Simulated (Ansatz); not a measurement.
A calculation with Ansatz 0.2.0 of Zn (native input, structure typed inline):

input.yaml

```yaml
crystal:
  lattice:
    - [-1.569037, 1.569037, 1.569037]
    - [1.569037, -1.569037, 1.569037]
    - [1.569037, 1.569037, -1.569037]
  atoms:
    - { symbol: Zn, position: [0.0, 0.0, 0.0] }
hamiltonian:
  xc: lda
  pseudopotentials: { kind: paw, xc_functional: lda, accuracy: standard }
kpoints:
  mp_grid: { grid: [12, 12, 12] }
scf:
  occupations: { method: cold, width: 0.05 }
  n_extra_bands: 6
output:
  forces: true
  stress: true
  eigenvalues: true
  dos: { projected: false, de: 0.05, nscf_kmesh: { grid: [18, 18, 18] } }
```

Potentials or basis: JTH PAW LDA.

Command:

```bash
$ ansatz run input.yaml --threads 2 --pin off --max-ram 5120MiB --backend cpu --events-out ev --progress --plain --runs-dir out
```

This isn't the form of Zn at room conditions, which is hcp.

**Question.** Write the same calculation in another form: ASE script, structure from a CIF.

**Answer.** As run:

File run.py:

```python
import json

import ase.io
import numpy as np
import spglib

import ansatz as az

atoms = ase.io.read("Zn.cif")
cell, frac, numbers = spglib.find_primitive((atoms.cell[:], atoms.get_scaled_positions(), atoms.numbers), symprec=1e-5)
atoms = ase.Atoms(numbers, cell=cell, scaled_positions=frac, pbc=True)

calculation = (
    az.Crystal.from_ase(atoms)
    .calculation()
    .kpoints(12, 12, 12)
    .functional("lda")
    .pseudopotentials(kind="paw", accuracy="standard", xc_functional="lda")
    .scf(extra_bands=6)
    .occupations(method="cold", width=0.05)
    .density()
    .potential()
    .output_files(volumetric_format="npy")
    .electron_localization_function()
    .density_of_states(energy_step=0.05, projected=False, nscf_kmesh=(18, 18, 18))
    .forces()
    .stress()
    .band_table(publish=True)
)
outcome = calculation.run(threads=2, events_out="events.jsonl")

report = outcome.report
for line in open("events.jsonl"):
    event = json.loads(line)
    if event["event"] == "scf_iter":
        d = event["data"]
        print(f"SCF {d['iter']:3d}  HF = {d['harris_foulkes_ev']:.6f} eV  dr2 = {d['dr2_ev']:.2e} eV")
    elif event["event"] in ("relax_step", "md_step"):
        d = event["data"]
        print(f"{event['event']} {d['step']:3d}  E = {d['lagrangian_ev']:.6f} eV")
np.set_printoptions(precision=5, suppress=True, linewidth=110)
print("converged:", report["converged"], "after", report["n_iterations"], "iterations")
print(f"free energy {report['free_energy_ev']:.6f} eV, Fermi level {report['fermi_energy_ev']:.4f} eV")
for key in ("band_edges_ev", "magnetization_mub", "site_moments_mub", "site_moments_nc_mub", "forces_ev_ang",
                "stress_gpa", "kpoints_frac", "eigenvalues_ev"):
    if report.get(key) is not None:
        print(key, np.array(report[key]), sep="\n")
```

File Zn.cif:

```cif
data_Zn
_cell_length_a 3.13807400
_cell_length_b 3.13807400
_cell_length_c 3.13807400
_cell_angle_alpha 90.00000000
_cell_angle_beta 90.00000000
_cell_angle_gamma 90.00000000
_space_group_name_H-M_alt 'Im-3m'
_space_group_name_Hall '-I 4 2 3'
_space_group_IT_number 229
loop_
_space_group_symop_operation_xyz
'x,y,z'
'-x,-y,-z'
'-y,x,z'
'y,-x,-z'
'-x,-y,z'
'x,y,-z'
'y,-x,z'
'-y,x,-z'
'x,-y,-z'
'-x,y,z'
'-y,-x,-z'
'y,x,z'
'-x,y,-z'
'x,-y,z'
'y,x,-z'
'-y,-x,z'
'z,x,y'
'-z,-x,-y'
'z,-y,x'
'-z,y,-x'
'z,-x,-y'
'-z,x,y'
'z,y,-x'
'-z,-y,x'
'-z,x,-y'
'z,-x,y'
'-z,-y,-x'
'z,y,x'
'-z,-x,y'
'z,x,-y'
'-z,y,x'
'z,-y,-x'
'y,z,x'
'-y,-z,-x'
'x,z,-y'
'-x,-z,y'
'-y,z,-x'
'y,-z,x'
'-x,z,y'
'x,-z,-y'
'-y,-z,x'
'y,z,-x'
'-x,-z,-y'
'x,z,y'
'y,-z,-x'
'-y,z,x'
'x,-z,y'
'-x,z,-y'
'x+1/2,y+1/2,z+1/2'
'-x+1/2,-y+1/2,-z+1/2'
'-y+1/2,x+1/2,z+1/2'
'y+1/2,-x+1/2,-z+1/2'
'-x+1/2,-y+1/2,z+1/2'
'x+1/2,y+1/2,-z+1/2'
'y+1/2,-x+1/2,z+1/2'
'-y+1/2,x+1/2,-z+1/2'
'x+1/2,-y+1/2,-z+1/2'
'-x+1/2,y+1/2,z+1/2'
'-y+1/2,-x+1/2,-z+1/2'
'y+1/2,x+1/2,z+1/2'
'-x+1/2,y+1/2,-z+1/2'
'x+1/2,-y+1/2,z+1/2'
'y+1/2,x+1/2,-z+1/2'
'-y+1/2,-x+1/2,z+1/2'
'z+1/2,x+1/2,y+1/2'
'-z+1/2,-x+1/2,-y+1/2'
'z+1/2,-y+1/2,x+1/2'
'-z+1/2,y+1/2,-x+1/2'
'z+1/2,-x+1/2,-y+1/2'
'-z+1/2,x+1/2,y+1/2'
'z+1/2,y+1/2,-x+1/2'
'-z+1/2,-y+1/2,x+1/2'
'-z+1/2,x+1/2,-y+1/2'
'z+1/2,-x+1/2,y+1/2'
'-z+1/2,-y+1/2,-x+1/2'
'z+1/2,y+1/2,x+1/2'
'-z+1/2,-x+1/2,y+1/2'
'z+1/2,x+1/2,-y+1/2'
'-z+1/2,y+1/2,x+1/2'
'z+1/2,-y+1/2,-x+1/2'
'y+1/2,z+1/2,x+1/2'
'-y+1/2,-z+1/2,-x+1/2'
'x+1/2,z+1/2,-y+1/2'
'-x+1/2,-z+1/2,y+1/2'
'-y+1/2,z+1/2,-x+1/2'
'y+1/2,-z+1/2,x+1/2'
'-x+1/2,z+1/2,y+1/2'
'x+1/2,-z+1/2,-y+1/2'
'-y+1/2,-z+1/2,x+1/2'
'y+1/2,z+1/2,-x+1/2'
'-x+1/2,-z+1/2,-y+1/2'
'x+1/2,z+1/2,y+1/2'
'y+1/2,-z+1/2,-x+1/2'
'-y+1/2,z+1/2,x+1/2'
'x+1/2,-z+1/2,y+1/2'
'-x+1/2,z+1/2,-y+1/2'
loop_
_atom_site_label
_atom_site_type_symbol
_atom_site_symmetry_multiplicity
_atom_site_Wyckoff_symbol
_atom_site_fract_x
_atom_site_fract_y
_atom_site_fract_z
_atom_site_occupancy
Zn1 Zn 2 a 0.0000000000 0.0000000000 0.0000000000 1
```

Potentials or basis: JTH PAW LDA.

Command:

```console
$ python run.py
```

Both were run:

|  | native input, structure typed inline | ASE script, structure from a CIF |
| --- | --- | --- |
| Pressure | -8.4 GPa | -8.4 GPa |
| Band gap on the k mesh | none (metal or under the smearing width) | none (metal or under the smearing width) |
| Density of states at the Fermi level | 0.32 states/eV per cell | 0.32 states/eV per cell |

Keys that steer only the numerical path or the files written may differ.
